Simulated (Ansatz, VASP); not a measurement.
Given: the input of a run of VASP 6.6.1 on PbS.

The input run.py:

```python
from ase.calculators.vasp import Vasp
from ase.dft.bandgap import bandgap
from ase.spacegroup import crystal

atoms = crystal(
    ['Pb', 'S'],
    basis=[[0.6666666667, 0.3333333333, 0.3138991133], [0.3333333333, 0.6666666667, 0.1417022167]],
    spacegroup=160,
    setting=1,
    cellpar=[4.22532341, 4.22532341, 10.35574876, 90.0, 90.0, 120.0],
    primitive_cell=True,
)
calc = Vasp(
    directory='calc',
    xc='pbe',
    pp='PBE',
    setups='recommended',
    pp_version='54',
    prec='Accurate',
    encut=520,
    ediff=1e-07,
    ismear=0,
    sigma=0.05,
    lreal=False,
    lasph=True,
    nelm=100,
    algo='Fast',
    isif=2,
    lwave=False,
    lcharg=False,
    kpts=[8, 8, 8],
    gamma=True,
    nbands=17,
)
atoms.calc = calc

print('energy (eV):', atoms.get_potential_energy())
print('free energy (eV):', atoms.get_potential_energy(force_consistent=True))
print('forces (eV/A):')
print(atoms.get_forces())
print('stress (eV/A^3, Voigt):', atoms.get_stress())
print('Fermi level (eV):', calc.get_fermi_level())
gap, top, bottom = bandgap(calc)
print('band gap (eV):', gap, 'from (spin, k, band)', top, 'to', bottom)
```

Potentials or basis: VASP PAW PBE potentials, release 54 (S, Pb_d).

Command:

```bash
$ python run.py
```

Problem. Translate it to Ansatz 0.2.0. Potentials there: Ansatz PAW.

Solution. As run (the cutoff follows the program's own potentials):

The input input.yaml:

```yaml
crystal:
  lattice:
    - [2.112661705, 1.2197458041, 3.4519162533]
    - [-2.112661705, 1.2197458041, 3.4519162533]
    - [0.0, -2.4394916082, 3.4519162533]
  atoms:
    - { symbol: S, position: [0.47503555, 0.4750355501, 0.47503555] }
    - { symbol: Pb, position: [0.98056578, 0.9805657799, 0.98056578] }
hamiltonian:
  xc: pbe
  pseudopotentials: { kind: paw }
kpoints:
  mp_grid: { grid: [8, 8, 8] }
scf:
  occupations: { method: gaussian, width: 0.05 }
output:
  forces: true
  stress: true
  eigenvalues: true
```

Potentials or basis: Ansatz PAW.

Run with:

```console
$ ansatz run input.yaml --threads 2 --pin off --max-ram 5632MiB --backend cpu --events-out ev --progress --plain --runs-dir out
```

Both were run:

|  | VASP | Ansatz | Ansatz less VASP |
| --- | --- | --- | --- |
| gap on the k mesh at the Fermi level (eV) | 0.46 | 0.45 | -0.007 |
| least direct gap on the mesh (eV) | 0.46 | 0.45 | -0.007 |
| pressure (GPa) | 0.9 | 0.9 | +0.05 |
| rms of the force components (eV/Å) | 0.011 | 0.011 | -0.0004 |

Atom by atom the forces differ by 0.000 eV/Å (rms over components).

Caveats: spin-orbit coupling is left out, which as a rule narrows the gap of such compounds by several tenths of an eV. A k mesh can miss the band edges.
